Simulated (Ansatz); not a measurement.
ScAl3: strain energy, fitted

ScAl3, Pm-3m, a = 4.105 Å. The structure is a Materials Project entry; whether it is the stable form wasn't checked. Ansatz: PBE, PAW, 420 eV, Γ-centred 12×12×12 mesh on 4 atoms, Gaussian smearing 0.10 eV; no spin polarisation. Series: equal strain along all axes, cell held, atoms fixed by symmetry; x is the strain in per cent. y is the free energy over the unstrained cell, V0 = 17.298 Å³/atom.

```tsv
x (%)	y (meV/atom)
-6.0	?
-4.0	76.95
-2.0	18.14
0.0	0.00
2.0	15.65
4.0	59.05
6.0	124.72
```

**Question.** Fit y = c2 x² + c3 x³ to the other rows, turn c2 into a modulus, and predict the missing energy.

**Answer.** Least squares on the rows shown. y = 4.2634 x² − 0.13421 x³. In eV per unit strain² c2 is 42.63; the stiffness is B for this strain (E = 9/2 B V0 ε², shape held): 2 × 42.63 × 160.2 / (9 × 17.298) = 88 GPa. At x = -6.0 the fit asked for gives 182.47 meV/atom. The run gave 184.20 meV/atom, so the fit is 1.73 meV/atom too low, 0.94 % of the span of the series, against an rms of 0.32 meV/atom on the fitted rows. The row lies outside the fitted range. With a term in x⁴ added, a fit to the same known rows predicts 185.20 meV/atom, a smaller miss on the other side.